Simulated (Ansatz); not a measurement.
**TaN under changes of volume**

One of the cells (10.813 Å³/atom); the others are scaled copies at fixed shape and fractional positions:

```
Ta N
1.0
     0.00000    2.21132    2.21132
     2.21132    0.00000    2.21132
     2.21132    2.21132    0.00000
Ta N
1 1
Cartesian
  2.2113 2.2113 2.2113
  0.0000 0.0000 0.0000
```

The cell comes from a database or a generator and needn't be the stable form of this composition.

| Property | Result |
| --- | --- |
| Program | Ansatz 0.2.0 |
| Functional | PBE |
| Potentials or basis | PseudoDojo stringent (PBE files) |
| Cutoff | 1796 eV |
| Density cutoff | 7184 eV |
| k mesh | 10 × 10 × 10 |
| Occupations | fermi-dirac, width 0.05 eV |
| Spin | no spin polarisation |

| volume (Å³/atom) | energy over the lowest point (meV/atom) | pressure (GPa) |
| --- | --- | --- |
| 10.164 | 36.34 | 21.0 |
| 10.381 | 13.83 | 12.6 |
| 10.597 | 2.09 | 5.0 |
| 10.813 | 0.00 | -1.7 |
| 11.030 | 6.57 | -7.8 |
| 11.246 | ? | ? |
| 11.462 | 42.21 | -18.1 |

**Question.** What does the run at 11.246 Å³/atom give?

**Answer.** Energy over the lowest point 20.91 meV/atom; pressure -13.3 GPa.

Worked out: A Birch-Murnaghan fit of order 3 (a polynomial in V^(-2/3)) to the other rows has its minimum at 10.75 Å³/atom with B0 = V·E''(V) = 328 GPa and B' = 4.3. It gives 20.90 meV/atom at 11.246 Å³/atom, against the run's 20.91, and -dE/dV = -13.3 GPa, against -13.3.

Energies are extrapolated to zero smearing.
